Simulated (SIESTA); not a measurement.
Crystal: Pb.

```
CELL_PARAMETERS angstrom
3.48000 0.00000 0.00000
-1.74000 3.01377 0.00000
0.00000 0.00000 5.59000
ATOMIC_POSITIONS crystal
Pb 0.66667 0.33333 0.75000
Pb 0.33333 0.66667 0.25000
```

This isn't the form of Pb at room conditions, which is fcc.

| Item | Value |
| --- | --- |
| Program | SIESTA 5.4.2 |
| Task | single point |
| Functional | PBEsol |
| Potentials or basis | PseudoDojo 0.4 standard (PBEsol files) |
| Basis | DZP (energy shift 0.003 Ry; two zetas on semicore shells) |
| Grid cutoff | 500 Ry |
| Energy shift | 0.003 Ry |
| k mesh | 9 × 9 × 5 |
| Occupations | fermi-dirac, width 0.05 eV |
| Spin | no spin polarisation |

On this cell: pressure 1.7 GPa; largest force under 0.003 eV/Å; band gap on the k mesh none (metal or under the smearing width).

The same run follows on a disturbed copy (atoms moved at random, drawn with an rms of 0.05 Å):

```
CELL_PARAMETERS angstrom
3.48000 0.00000 0.00000
-1.74000 3.01377 0.00000
0.00000 0.00000 5.59000
ATOMIC_POSITIONS crystal
Pb 0.67832 0.35185 0.74640
Pb 0.34252 0.68720 0.25624
```

Task: What does the disturbed cell give?

Result: The energy (extrapolated to zero smearing) moves by +1.1 meV/atom; pressure 1.8 GPa; largest force 0.090 eV/Å; band gap on the k mesh none (metal or under the smearing width).

Forces in eV/Å, atoms in the order of the input:
```
Pb  -0.001  0.001  0.090
Pb   0.001 -0.001 -0.090
```

Stress tensor (GPa, compression positive):
```
0.42 0.01 0.00
0.01 0.44 0.00
0.00 0.00 4.56
```

Caveats: the basis of atomic orbitals isn't converged, which shifts pressures, moduli and gaps.
